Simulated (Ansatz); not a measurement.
Runs of Ansatz 0.2.0 on Sb. It takes space group P6_3/mmc (No. 194, hexagonal). Conventional cell: a = 3.355 Å, b = 3.355 Å, c = 5.470 Å, α = 90.00°, β = 90.00°, γ = 120.00°. Sb (site symmetry -6m2) has 12 Sb at 3.35 Å as nearest neighbours. This isn't the form of Sb at room conditions, which is rhombohedral.

```tsv
task	level	cell	k mesh	smearing	atoms under strain	q mesh	points for each segment of the path	gap on the mesh (eV)	pressure (GPa)	relaxed volume (Å³/atom)
relaxation of cell and atoms	BLYP+D3(BJ)	relaxed	9 × 9 × 5	fermi-dirac 0.05 eV	-	-	-	none	0.0	(a)
elastic constants	PBEsol	as given	8 × 8 × 4	fermi-dirac 0.05 eV	relaxed	-	-	none	-1.2	-
relaxation of cell and atoms	BLYP+D4	relaxed	9 × 9 × 5	fermi-dirac 0.05 eV	-	-	-	none	0.0	27.33
phonons	PBEsol	as given	8 × 8 × 4	fermi-dirac 0.05 eV	-	2 × 2 × 2	8	none	-	-
single point	PBE	as given	9 × 9 × 5	gaussian 0.029 eV	-	-	-	none	1.5	-
single point	PBE	as given	9 × 9 × 5	gaussian 0.03 eV	-	-	-	none	1.5	-
density of states	PBEsol	as given	8 × 8 × 4	fermi-dirac 0.05 eV	-	-	-	none	-1.2	-
```

Alike in all rows: potentials or basis Ansatz PAW; no spin polarisation; cutoff (eV) 420.

Task: Estimate the missing entries.

Result: (a) 26.78.

Caveats: the PAW data sets come from PBE, with cores solved anew for the run's functional, which leaves a small shift of forces and pressure (some runs); the plane-wave basis is chosen anew once the cell has moved, so the energies of steps on either side of that aren't comparable (some runs); pairwise dispersion overbinds metals, which lowers pressure and volume (some runs); the elastic tensor has a negative eigenvalue, so either the cell is unstable as it stands or the mesh is too thin (some runs); some modes are imaginary (some runs).

A k mesh can miss the band edges, and the runs leave out spin-orbit coupling on Sb.

A gap of «none» marks a metal or a gap under the smearing width.
